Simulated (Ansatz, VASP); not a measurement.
Two plane-wave programs on Pd

```xyz
1
Lattice="0.0000 1.9568 1.9568 1.9568 0.0000 1.9568 1.9568 1.9568 0.0000" Properties=species:S:1:pos:R:3 pbc="T T T"
Pd    0.0000    0.0000    0.0000
```

Alike in both runs: task single point; functional r2SCAN; k mesh 14 × 14 × 14; occupations methfessel-paxton of order 1, width 1 eV; collinear spin.

```csv
,VASP,Ansatz
version,VASP 6.6.1,Ansatz 0.2.0
potentials or method,"VASP PAW PBE potentials, release 64 (Pd)","plane waves (500 eV) with PAW, scalar-relativistic"
plane-wave cutoff (eV),520,500
valence electrons in the cell,10,18
```

Ansatz gave:

| Quantity | Value |
| --- | --- |
| pressure (GPa) | -0.9 |
| net moment per atom (μB) | 0.00 |

Problem. What did VASP give for the same quantities?

Solution. Pressure (GPa): -0.2; net moment per atom (μB): 0.00.

The functional is the same, so the differences come from potentials, cutoffs and numerics. The two sets of potentials don't hold the same shells in valence. Ansatz warned: «seeded_moment_not_kept».

Caveats: the PAW data sets were made with another functional, which shifts forces and pressure a little (VASP).
